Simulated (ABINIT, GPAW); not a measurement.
## Hf and the functional, program beside program

The structure is cubic, space group Pm-3m (No. 221). Conventional cell: a = 2.914 Å, b = 2.914 Å, c = 2.914 Å, α = 90.00°, β = 90.00°, γ = 90.00°. Hf (site symmetry m-3m) has 6 Hf at 2.91 Å as nearest neighbours.

This isn't the form of Hf at room conditions, which is hcp.

Kept alike: task single point; k mesh 9 × 9 × 9; occupations fermi-dirac, width 0.05 eV; no spin polarisation. The mesh is that of the run's cell of 1 atom. No spin-orbit coupling.

- A: ABINIT, JTH PAW PBE v2.0, made for PBE, cutoff 626 eV
- B: GPAW; PAW data sets generated for this functional (AM05, BLYP, PW91); the program's PAW data sets (release 1.2.1) made for this functional (LDA, RPBE); GPAW PAW data sets (gpaw-data 1.2.1) (PBE), cutoff 600 eV

```csv
functional,A: pressure (GPa),B: pressure (GPa)
AM05,-4.00,-3.26
BLYP,2.80,3.38
LDA,-6.96,-6.40
PBE,-0.21,0.57
PW91,-0.58,0.17
RPBE,2.06,2.96
```

Pressure is positive in compression; plane-wave values hold the error of the finite cutoff. Values on potentials made for another functional: A at AM05, BLYP, LDA, PW91, RPBE. For a metal such a mesh leaves the last digits unconverged.

**Question.** How large is the effect of the functional, and do the programs agree on it?

**Answer.** From LDA to BLYP the pressure moves by +9.76 in A, +9.78 in B (GPa). Row by row the programs differ by 0.56 to 0.90, and over this span the shifts, as printed, agree within 1 %. Shifts from LDA: AM05 +2.96, +3.14; BLYP +9.76, +9.78; PBE +6.75, +6.97; PW91 +6.38, +6.57; RPBE +9.02, +9.36; the programs' shifts differ by up to 0.34.
